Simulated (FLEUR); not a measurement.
A run of FLEUR MaX-R8.1 (later development tree) is set up as follows.

File inp.xml:

```xml
<?xml version="1.0" encoding="UTF-8" standalone="no"?>
<fleurInput fleurInputVersion="0.39">
   <comment>
      SnSe2                                                                                               
   </comment>
   <calculationSetup>
      <cutoffs Kmax="4.3" Gmax="13.3" GmaxXC="13.3" numbands="0"/>
      <scfLoop itmax="60" minDistance="0.00001" maxIterBroyd="15" imix="Anderson" alpha="0.05" precondParam="0.0" spinf="2.0" sdNocoIR="T"/>
      <coreElectrons ctail="T" frcor="F" kcrel="0" coretail_lmax="0"/>
      <xcFunctional name="wc" relativisticCorrections="F"/>
      <magnetism jspins="1"/>
      <soc l_soc="F" theta="0.0" phi="0.0" spav="F"/>
      <expertModes spex="0" secvar="F"/>
      <geometryOptimization l_f="F" forcealpha="1.0" forcemix="BFGS" epsdisp="0.00001" epsforce="0.00001"/>
      <ldaU l_linMix="F" mixParam="0.05" spinf="1.0"/>
   </calculationSetup>
   <cell>
      <bzIntegration valenceElectrons="54.0" mode="hist" fermiSmearingEnergy="0.00183747">
         <kPointListSelection listName="default-1"/>
         <!-- k-points included here -->
         <xi:include xmlns:xi="http://www.w3.org/2001/XInclude" href="kpts.xml"> </xi:include>
      </bzIntegration>
      <!-- symmetry operations included here -->
      <xi:include xmlns:xi="http://www.w3.org/2001/XInclude" href="sym.xml"> </xi:include>
      <bulkLattice scale="1.0">
         <bravaisMatrix>
            <row-1>    7.2017462608505998     0.0000000000000000     0.0000000000000000</row-1>
            <row-2>   -3.6008731304252999     6.2368952134637015     0.0000000000000000</row-2>
            <row-3>    0.0000000000000000     0.0000000000000000    11.5953595005455998</row-3>
         </bravaisMatrix>
      </bulkLattice>
   </cell>
   <atomSpecies>
      <species name="Tin (Sn)" element="Sn" atomicNumber="50">
         <mtSphere radius="2.41" gridPoints="797" logIncrement="0.016"/>
         <atomicCutoffs lmax="10" lnonsphr="8"/>
         <electronConfig flipSpins="F">
            <coreConfig>(1s1/2) (2s1/2) (2p1/2) (2p3/2) (3s1/2) (3p1/2) (3p3/2) (3d3/2) (3d5/2)</coreConfig>
            <valenceConfig>(4s1/2) (4p1/2) (4p3/2) (5s1/2) (4d3/2) (4d5/2) (5p1/2) (5p3/2)</valenceConfig>
            <stateOccupation state="(5p1/2)" spinUp="0.333333" spinDown="0.333333"/>
            <stateOccupation state="(5p3/2)" spinUp="0.666667" spinDown="0.666667"/>
         </electronConfig>
         <energyParameters s="5" p="5" d="4" f="4"/>
         <lo type="SCLO" l="0" n="4" eDeriv="0"/>
         <lo type="SCLO" l="1" n="4" eDeriv="0"/>
         <lo type="SCLO" l="1" n="4" eDeriv="1"/>
         <lo type="SCLO" l="2" n="4" eDeriv="2"/>
         <lo type="SCLO" l="3" n="4" eDeriv="2"/>
      </species>
      <species name="Selenium (Se)" element="Se" atomicNumber="34">
         <mtSphere radius="2.28" gridPoints="753" logIncrement="0.017"/>
         <atomicCutoffs lmax="9" lnonsphr="7"/>
         <electronConfig flipSpins="F">
            <coreConfig>(1s1/2) (2s1/2) (2p1/2) (2p3/2) (3s1/2) (3p1/2) (3p3/2)</coreConfig>
            <valenceConfig>(3d3/2) (3d5/2) (4s1/2) (4p1/2) (4p3/2)</valenceConfig>
            <stateOccupation state="(4p1/2)" spinUp="0.666667" spinDown="0.666667"/>
            <stateOccupation state="(4p3/2)" spinUp="1.333333" spinDown="1.333333"/>
         </electronConfig>
         <energyParameters s="4" p="4" d="4" f="4"/>
         <lo type="SCLO" l="2" n="3" eDeriv="0"/>
         <lo type="SCLO" l="0" n="4" eDeriv="2"/>
         <lo type="SCLO" l="1" n="4" eDeriv="2"/>
         <lo type="SCLO" l="3" n="4" eDeriv="2"/>
      </species>
   </atomSpecies>
   <atomGroups>
      <atomGroup species="Tin (Sn)">
         <relPos label="                   1">.0000000000 .0000000000 .0000000000</relPos>
         <force calculate="T" relaxXYZ="TTT"/>
      </atomGroup>
      <atomGroup species="Selenium (Se)">
         <relPos label="                   2">-1.000/3.000 1.000/3.000 -.2490000000</relPos>
         <relPos label="                   3">1.000/3.000 -1.000/3.000 .2490000000</relPos>
         <force calculate="T" relaxXYZ="TTT"/>
      </atomGroup>
   </atomGroups>
   <output dos="F" band="F" slice="F">
      <checks vchk="F" cdinf="F"/>
      <bandDOS minEnergy="-.5*Htr" maxEnergy="0.5*Htr" sigma="0.015" storeEVData="T"/>
      <vacuumDOS vacdos="F" integ="F" star="F" nstars="0" locx1="0.0" locy1="0.0" locx2="0.0" locy2="0.0" nstm="0" tworkf="0.0"/>
      <unfoldingBand unfoldBand="F" supercellX="1" supercellY="1" supercellZ="1"/>
      <plotting iplot="0" polar="F">
         <plot TwoD="T" vec1="  1.0  0.0  0.0" vec2="  0.0  1.0  0.0" vec3="  0.0  0.0  1.0" zero="  0.0  0.0  0.0" file="plot"/>
      </plotting>
      <chargeDensitySlicing numkpt="0" minEigenval="0.0" maxEigenval="0.0" nnne="0" pallst="F"/>
      <specialOutput eonly="F"/>
      <moessbauerParams electricFieldGradient="T" isomerShift="T" coreHyperfine="T" valenceHyperfine="T"/>
      <magneticCircularDichroism mcd="F" energyLo="-10.0" energyUp="0.0"/>
   </output>
  <!-- We include the file relax.xml here to enable relaxations (see documentation) -->
  <xi:include xmlns:xi="http://www.w3.org/2001/XInclude" href="relax.xml"> <xi:fallback/> </xi:include>
</fleurInput>
```

File crystal.txt:

```
SnSe2
&input cartesian=F /
3.8110000000  0.0000000000  0.0000000000
-1.9055000000  3.3004228138  0.0000000000
0.0000000000  0.0000000000  6.1360000000
1.8897261246
1.0 1.0 1.0

3
50 0.0000000000  0.0000000000  0.0000000000
34 0.6666666667  0.3333333333  0.7510000000
34 0.3333333333  0.6666666667  0.2490000000

&kpt div1=8 div2=8 div3=5 gamma=T /
```

Contents of inp.xml (bands):

```
<?xml version="1.0" encoding="UTF-8" standalone="no"?>
<fleurInput fleurInputVersion="0.39">
   <comment>
      SnSe2                                                                                               
   </comment>
   <calculationSetup>
      <cutoffs Kmax="4.3" Gmax="13.3" GmaxXC="13.3" numbands="0"/>
      <scfLoop itmax="60" minDistance="0.00001" maxIterBroyd="15" imix="Anderson" alpha="0.05" precondParam="0.0" spinf="2.0" sdNocoIR="T"/>
      <coreElectrons ctail="T" frcor="F" kcrel="0" coretail_lmax="0"/>
      <xcFunctional name="wc" relativisticCorrections="F"/>
      <magnetism jspins="1"/>
      <soc l_soc="F" theta="0.0" phi="0.0" spav="F"/>
      <expertModes spex="0" secvar="F"/>
      <geometryOptimization l_f="F" forcealpha="1.0" forcemix="BFGS" epsdisp="0.00001" epsforce="0.00001"/>
      <ldaU l_linMix="F" mixParam="0.05" spinf="1.0"/>
   </calculationSetup>
   <cell>
      <bzIntegration valenceElectrons="54.0" mode="hist" fermiSmearingEnergy="0.00183747">
         <kPointListSelection listName="path-1"/>
         <!-- k-points included here -->
         <xi:include xmlns:xi="http://www.w3.org/2001/XInclude" href="kpts.xml"> </xi:include>
      </bzIntegration>
      <!-- symmetry operations included here -->
      <xi:include xmlns:xi="http://www.w3.org/2001/XInclude" href="sym.xml"> </xi:include>
      <bulkLattice scale="1.0">
         <bravaisMatrix>
            <row-1>    7.2017462608505998     0.0000000000000000     0.0000000000000000</row-1>
            <row-2>   -3.6008731304252999     6.2368952134637015     0.0000000000000000</row-2>
            <row-3>    0.0000000000000000     0.0000000000000000    11.5953595005455998</row-3>
         </bravaisMatrix>
      </bulkLattice>
   </cell>
   <atomSpecies>
      <species name="Tin (Sn)" element="Sn" atomicNumber="50">
         <mtSphere radius="2.41" gridPoints="797" logIncrement="0.016"/>
         <atomicCutoffs lmax="10" lnonsphr="8"/>
         <electronConfig flipSpins="F">
            <coreConfig>(1s1/2) (2s1/2) (2p1/2) (2p3/2) (3s1/2) (3p1/2) (3p3/2) (3d3/2) (3d5/2)</coreConfig>
            <valenceConfig>(4s1/2) (4p1/2) (4p3/2) (5s1/2) (4d3/2) (4d5/2) (5p1/2) (5p3/2)</valenceConfig>
            <stateOccupation state="(5p1/2)" spinUp="0.333333" spinDown="0.333333"/>
            <stateOccupation state="(5p3/2)" spinUp="0.666667" spinDown="0.666667"/>
         </electronConfig>
         <energyParameters s="5" p="5" d="4" f="4"/>
         <lo type="SCLO" l="0" n="4" eDeriv="0"/>
         <lo type="SCLO" l="1" n="4" eDeriv="0"/>
         <lo type="SCLO" l="1" n="4" eDeriv="1"/>
         <lo type="SCLO" l="2" n="4" eDeriv="2"/>
         <lo type="SCLO" l="3" n="4" eDeriv="2"/>
      </species>
      <species name="Selenium (Se)" element="Se" atomicNumber="34">
         <mtSphere radius="2.28" gridPoints="753" logIncrement="0.017"/>
         <atomicCutoffs lmax="9" lnonsphr="7"/>
         <electronConfig flipSpins="F">
            <coreConfig>(1s1/2) (2s1/2) (2p1/2) (2p3/2) (3s1/2) (3p1/2) (3p3/2)</coreConfig>
            <valenceConfig>(3d3/2) (3d5/2) (4s1/2) (4p1/2) (4p3/2)</valenceConfig>
            <stateOccupation state="(4p1/2)" spinUp="0.666667" spinDown="0.666667"/>
            <stateOccupation state="(4p3/2)" spinUp="1.333333" spinDown="1.333333"/>
         </electronConfig>
         <energyParameters s="4" p="4" d="4" f="4"/>
         <lo type="SCLO" l="2" n="3" eDeriv="0"/>
         <lo type="SCLO" l="0" n="4" eDeriv="2"/>
         <lo type="SCLO" l="1" n="4" eDeriv="2"/>
         <lo type="SCLO" l="3" n="4" eDeriv="2"/>
      </species>
   </atomSpecies>
   <atomGroups>
      <atomGroup species="Tin (Sn)">
         <relPos label="                   1">.0000000000 .0000000000 .0000000000</relPos>
         <force calculate="T" relaxXYZ="TTT"/>
      </atomGroup>
      <atomGroup species="Selenium (Se)">
         <relPos label="                   2">-1.000/3.000 1.000/3.000 -.2490000000</relPos>
         <relPos label="                   3">1.000/3.000 -1.000/3.000 .2490000000</relPos>
         <force calculate="T" relaxXYZ="TTT"/>
      </atomGroup>
   </atomGroups>
   <output dos="F" band="T" slice="F">
      <checks vchk="F" cdinf="F"/>
      <bandDOS minEnergy="-.5*Htr" maxEnergy="0.5*Htr" sigma="0.015" storeEVData="T"/>
      <vacuumDOS vacdos="F" integ="F" star="F" nstars="0" locx1="0.0" locy1="0.0" locx2="0.0" locy2="0.0" nstm="0" tworkf="0.0"/>
      <unfoldingBand unfoldBand="F" supercellX="1" supercellY="1" supercellZ="1"/>
      <plotting iplot="0" polar="F">
         <plot TwoD="T" vec1="  1.0  0.0  0.0" vec2="  0.0  1.0  0.0" vec3="  0.0  0.0  1.0" zero="  0.0  0.0  0.0" file="plot"/>
      </plotting>
      <chargeDensitySlicing numkpt="0" minEigenval="0.0" maxEigenval="0.0" nnne="0" pallst="F"/>
      <specialOutput eonly="F"/>
      <moessbauerParams electricFieldGradient="T" isomerShift="T" coreHyperfine="T" valenceHyperfine="T"/>
      <magneticCircularDichroism mcd="F" energyLo="-10.0" energyUp="0.0"/>
   </output>
  <!-- We include the file relax.xml here to enable relaxations (see documentation) -->
  <xi:include xmlns:xi="http://www.w3.org/2001/XInclude" href="relax.xml"> <xi:fallback/> </xi:include>
</fleurInput>
```

Potentials or basis: all-electron, FLAPW.

The run is started by

```console
$ inpgen -f crystal.txt -profile fastHighL
$ # inp.xml edited to the form shown
$ fleur_MPI
$ fleur_MPI   # second run, on inp.xml (bands)
```

Task: Estimate the band gap on the k mesh.

Result: 0.73 eV, indirect (least direct gap 0.98 eV).

Task: Predict the band gap along the path.

Result: 0.67 eV, indirect (least direct gap 0.98 eV).

Core levels (eV from the Fermi level):
```csv
atom,levels
1 Sn,"1s1/2 -28987.5, 2s1/2 -4371.1, 2p1/2 -4083.5, 2p3/2 -3852.9, 3s1/2 -839.9, 3p1/2 -723.0, 3p3/2 -680.9, 3d3/2 -473.9, 3d5/2 -465.2"
2 Se,"1s1/2 -12492.2, 2s1/2 -1600.0, 2p1/2 -1435.2, 2p3/2 -1393.5, 3s1/2 -207.2, 3p1/2 -150.8, 3p3/2 -144.9"
3 Se,"1s1/2 -12492.2, 2s1/2 -1600.0, 2p1/2 -1435.2, 2p3/2 -1393.5, 3s1/2 -207.2, 3p1/2 -150.8, 3p3/2 -144.9"
```

Caveat: spin-orbit coupling is left out, which moves the levels of the heavy elements.
